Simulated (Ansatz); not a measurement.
Crystal: SiO2.

```
Si O
1.0
     5.06907    0.00000    0.00000
    -2.53454    4.38995    0.00000
     0.00000    0.00000    8.55849
Si O
4 8
Direct
  0.33333 0.66667 0.43713
  0.33333 0.66667 0.06287
  0.66667 0.33333 0.56287
  0.66667 0.33333 0.93713
  0.42126 0.00000 0.00000
  0.33333 0.66667 0.25000
  0.66667 0.33333 0.75000
  0.00000 0.57874 0.50000
  0.57874 0.57874 0.00000
  0.57874 0.00000 0.50000
  0.42126 0.42126 0.50000
  0.00000 0.42126 0.00000
```

The cell comes from a database or a generator and needn't be the stable form of this composition.

A run of Ansatz 0.2.0 on this cell left the log below. Logs are shortened: lines on timing, memory, paths and dates and some standing lists are left out, and cuts for length are marked.

```text
Warning: RAYON_NUM_THREADS=4 ignored (pool sized by the plan → 4); use --threads N
Engine: ansatz 0.2.0, x86_64-unknown-linux-gnu
Pseudopotentials: kind: paw
Pseudopotential: Si, paw, valence charge 4, recommended cutoff 420 eV (normal), Si.paw.azcp
Pseudopotential: O, paw, valence charge 6, recommended cutoff 420 eV (normal), O.paw.azcp
Functional definition: PBEsol
  exchange = pbesol_x
  correlation = pbesol_c
Crystal: 12 atoms, lattice volume = 190.452 Å³
Basis set: ecut = 420 eV, 3755 PW (Γ), exchange–correlation on 72×72×120 points (8 copies of the dense FFT grid, shifted against one another)
Bands: 44, of which v1, the nominal top of the filled ones, is band 32 counted from 1 (31 counted from 0)
Symmetry: 12 space group operations
Space group: P6322 (ITA 182), of the structure as read, at distance tolerance 5.8e-5 Å
k-points: 14 of 108 (time reversal used)
Non-local potential: Si, projectors of the file, l = 0: 2, l = 1: 2, l = 2: 2
Non-local potential: O, projectors of the file, l = 0: 2, l = 1: 2, l = 2: 1
PAW form: soft (Blöchl's): semilocal exchange-correlation on the pseudo side does not see the compensation charge
[... 118 lines left out ...]
  P = ⅓ Tr σ = 0.0063 GPa (0.063 kbar)
--- Band table (eV; the first three rows and the last of 14) ---
  k-point 0: bands = ["-18.7904", "-18.3890", "-17.3807", "-16.7289", "-16.7192", "-16.7192", "-16.7082", "-16.7082", "-9.1846", "-7.9251", "-6.0224", "-5.2579", "-5.2314", "-5.2314", "-5.0492", "-5.0492", "-2.5087", "-2.0442", "-2.0442", "-1.7074", "-1.7074", "-1.4461", "-1.3685", "-1.3685", "-1.3343", "-1.3343", "-0.2935", "-0.2818", "-0.2818", "-0.2356", "0.4867", "0.4867", "6.0793", "8.1902", "8.9184", "9.2845", "9.7666", "9.7666", "10.2855", "10.5429", "10.5429", "10.8384", "12.3101", "12.3101"]
  k-point 1: bands = ["-18.7144", "-18.5230", "-17.1875", "-16.8711", "-16.7180", "-16.7149", "-16.7125", "-16.7094", "-8.9279", "-8.3238", "-5.7418", "-5.3861", "-5.2629", "-5.1755", "-5.1069", "-5.0115", "-2.2658", "-2.0175", "-1.9505", "-1.8489", "-1.7993", "-1.7369", "-1.3498", "-1.3496", "-1.3368", "-1.3367", "-0.2739", "-0.2689", "-0.2465", "0.1157", "0.1302", "0.5071", "6.4549", "7.3579", "9.4995", "9.6161", "9.6417", "9.8288", "10.2205", "10.4458", "10.5163", "11.1709", "11.8521", "12.2492"]
  k-point 2: bands = ["-18.7170", "-18.3080", "-17.4716", "-16.8370", "-16.7340", "-16.7301", "-16.7260", "-16.7139", "-8.9936", "-7.7425", "-6.2644", "-5.3321", "-5.2412", "-5.1136", "-4.9606", "-4.9249", "-2.5131", "-2.1231", "-2.0464", "-1.8097", "-1.7045", "-1.5757", "-1.4648", "-1.4262", "-1.2356", "-1.2194", "-0.6286", "-0.3729", "-0.2259", "-0.1126", "0.3517", "0.4780", "6.4426", "8.5516", "9.0374", "9.3300", "9.6706", "9.8437", "10.3549", "10.3965", "10.6943", "11.0853", "11.5569", "12.0754"]
  k-point 13: bands = ["-18.1283", "-18.1277", "-17.6510", "-17.6496", "-16.7603", "-16.7537", "-16.7417", "-16.7409", "-7.6731", "-7.6543", "-6.4128", "-6.3703", "-4.8744", "-4.8539", "-4.7515", "-4.6000", "-2.6129", "-2.4880", "-2.3555", "-2.3285", "-1.6817", "-1.6775", "-1.6468", "-1.3754", "-0.9587", "-0.8804", "-0.7160", "-0.6955", "-0.2691", "-0.2433", "-0.1365", "0.1966", "8.8582", "9.0287", "9.4535", "9.4763", "9.5290", "9.5717", "10.3249", "10.4824", "10.8361", "10.8934", "11.1968", "11.3939"]
--- Relaxed structure (5 steps of the walk, 5 accepted, 1 SCFs on fresh bases) ---
  F+E_penalty+E_count = -6986.42271826 eV   max|allowed force component| = 3.428e-3 eV/Å   (the final SCF, on the basis selected at the relaxed cell)
  cell:  # Å, volume = 190.7678 Å³
    - [5.063063283776486, -2.883333558727132e-11, 1.5239062798260162e-30]
    - [-2.531531641863273, 4.3847414247331145, -2.31771347060293e-19]
    - [-1.1937077162886015e-34, -4.518534109083384e-19, 8.593056286210421]
  atoms:
    - { symbol: Si, position: [0.33333333333333337, 0.6666666666666667, 0.4371933193669248] }
    - { symbol: Si, position: [0.33333333333333337, 0.6666666666666667, 0.06280668063307528] }
    - { symbol: Si, position: [0.6666666666666667, 0.33333333333333337, 0.5628066806330753] }
    - { symbol: Si, position: [0.6666666666666667, 0.33333333333333337, 0.9371933193669248] }
    - { symbol: O, position: [0.4141038616515264, -2.9112880556642015e-20, 5.278395860538625e-22] }
    - { symbol: O, position: [0.33333333333333337, 0.6666666666666667, 0.24999999999999997] }
    - { symbol: O, position: [0.6666666666666667, 0.33333333333333337, 0.7500000000000001] }
    - { symbol: O, position: [2.576283109629835e-20, 0.5858961383484735, 0.49999999999999994] }
    - { symbol: O, position: [0.5858961383484735, 0.5858961383484734, -6.738059461744324e-20] }
    - { symbol: O, position: [0.5858961383484735, 3.117099540767172e-20, 0.49999999999999994] }
    - { symbol: O, position: [0.41410386165152635, 0.4141038616515263, 0.49999999999999994] }
    - { symbol: O, position: [-2.7755575615628914e-17, 0.41410386165152635, 6.84362737908907e-20] }
```

Task: Write the input and the command behind it.

Result: Relaxation of cell and atoms with PBEsol, no spin polarisation. The files as run (others can give the same):

input.yaml
```yaml
crystal:
  lattice:
    - [5.0690738885, 0.0, 0.0]
    - [-2.5345369442, 4.3899467611, 0.0]
    - [0.0, 0.0, 8.55848854]
  atoms:
    - { symbol: Si, position: [0.3333333333, 0.6666666667, 0.4371258] }
    - { symbol: Si, position: [0.3333333333, 0.6666666667, 0.0628742] }
    - { symbol: Si, position: [0.6666666667, 0.3333333333, 0.5628742] }
    - { symbol: Si, position: [0.6666666667, 0.3333333333, 0.9371258] }
    - { symbol: O, position: [0.421258745, 0.0, 0.0] }
    - { symbol: O, position: [0.3333333333, 0.6666666667, 0.25] }
    - { symbol: O, position: [0.6666666667, 0.3333333333, 0.75] }
    - { symbol: O, position: [0.0, 0.578741255, 0.5] }
    - { symbol: O, position: [0.578741255, 0.578741255, 0.0] }
    - { symbol: O, position: [0.578741255, 0.0, 0.5] }
    - { symbol: O, position: [0.421258745, 0.421258745, 0.5] }
    - { symbol: O, position: [0.0, 0.421258745, 0.0] }
hamiltonian:
  xc: pbesol
  pseudopotentials: { kind: paw }
kpoints:
  mp_grid: { grid: [6, 6, 3] }
scf:
  occupations: { method: fermi_dirac, width: 0.05 }
output:
  forces: true
  stress: true
  eigenvalues: true
  write_density: true
  write_potential: true
  elf: true
  volumetric_format: npy
relax:
  f_tol: 0.01
  max_steps: 40
  cell: { stress_tol: 0.05 }
```

Potentials or basis: Ansatz PAW.
Run with:
```bash
$ ansatz run input.yaml --threads 4 --pin off --max-ram 11264MiB --backend cpu --events-out ev --progress --plain --runs-dir out
```

Caveat: odd divisions of the mesh miss points on the zone boundary, where band edges often lie, so the gap on the mesh can be too wide; the plane-wave basis is chosen anew once the cell has moved, so the energies of steps on either side of that aren't comparable; the pressure holds a Pulay correction of +0.5 GPa for the finite cutoff; the PAW data sets come from PBE, with cores solved anew for the run's functional, which leaves a small shift of forces and pressure.
